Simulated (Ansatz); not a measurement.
Runs of Ansatz 0.2.0 on Ti. It takes space group Fm-3m (No. 225, cubic). Conventional cell: a = 4.060 Å, b = 4.060 Å, c = 4.060 Å, α = 90.00°, β = 90.00°, γ = 90.00°. Around Ti (site symmetry m-3m) lie 12 Ti at 2.87 Å. This isn't the form of Ti at room conditions, which is hcp.

| task | level | cell | smearing | gap on the mesh (eV) | pressure (GPa) |
| --- | --- | --- | --- | --- | --- |
| band structure | LDA | as given | methfessel-paxton 0.2 eV | - | (a) |
| single point | PBEsol | the cell as VASP's run set it | gaussian 0.02 eV | none | -0.9 |
| single point | LDA | as given | gaussian 0.02 eV | none | -5.3 |
| single point | PBEsol | as given | gaussian 0.02 eV | none | -0.9 |

Alike in all rows: potentials or basis all-electron LAPW, scalar-relativistic; no spin polarisation; k mesh 11 × 11 × 11; cutoff (eV) 224; basis error allowed 0.001 eV/atom.

Estimate the missing entries.

(a) -5.2.

A gap of «none» marks a metal or a gap under the smearing width.

Runs at the PBE level aren't shown here.
